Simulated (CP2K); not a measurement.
Runs of CP2K 2026.2 on Ta. Symmetry: Im-3m, No. 229, cubic system. The conventional cell has a = 3.303 Å, b = 3.303 Å, c = 3.303 Å, α = 90.00°, β = 90.00°, γ = 90.00°. Ta (site symmetry m-3m) is surrounded by 8 Ta at 2.86 Å. 

| task | level | potentials or basis | smearing | EPS_DEFAULT | NGRIDS | basis sets | potentials | points a segment of the path (NPOINTS) | gap on the mesh (eV) | pressure (GPa) |
| --- | --- | --- | --- | --- | --- | --- | --- | --- | --- | --- |
| band structure | TB-mBJ | POTENTIAL_UZH Ta GTH-PBE-q13; TZVP-MOLOPT-PBE-GTH basis | fermi-dirac 0.05 eV | 1.0E-9 | 5 | Ta TZVP-MOLOPT-PBE-GTH-q13 | Ta GTH-PBE-q13 of POTENTIAL_UZH | 10 | none | - |
| band structure | r2SCAN | POTENTIAL_UZH Ta GTH-SCAN-q13; TZVP-MOLOPT-SCAN-GTH basis | fermi-dirac 0.05 eV | 1.0E-10 | 5 | Ta TZVP-MOLOPT-SCAN-GTH-q13 | Ta GTH-SCAN-q13 of POTENTIAL_UZH | 6 | none | -4.7 |
| band structure | PBEsol | POTENTIAL_UZH Ta GTH-PBE-q13; TZVP-MOLOPT-PBE-GTH basis | fermi-dirac 0.0259 eV | 1.0E-9 | 4 | Ta TZVP-MOLOPT-PBE-GTH-q13 | Ta GTH-PBE-q13 of POTENTIAL_UZH | 8 | none | (a) |
| band structure | LDA | GTH_POTENTIALS Ta GTH-PADE-q13; TZVP-MOLOPT-PBE-GTH basis | fermi-dirac 0.0259 eV | 1.0E-9 | 5 | Ta TZVP-MOLOPT-PBE-GTH-q13 | Ta GTH-PADE-q13 of GTH_POTENTIALS | 10 | none | -13.3 |

Alike in all rows: no spin polarisation; cell as given; k mesh 11 × 11 × 11.

Problem. Fill in the values left out.

Solution. (a) -4.3.

Caveats: the basis of atomic orbitals isn't converged, which shifts pressures, moduli and gaps; the potentials were made for another functional, which shifts forces and pressure (some runs); this is a model potential without an energy functional, so only levels have meaning (some runs).

A k mesh can miss the band edges, and the runs leave out spin-orbit coupling on Ta.

A gap of «none» marks a metal or a gap under the smearing width.

Not every run made on this cell is shown here.
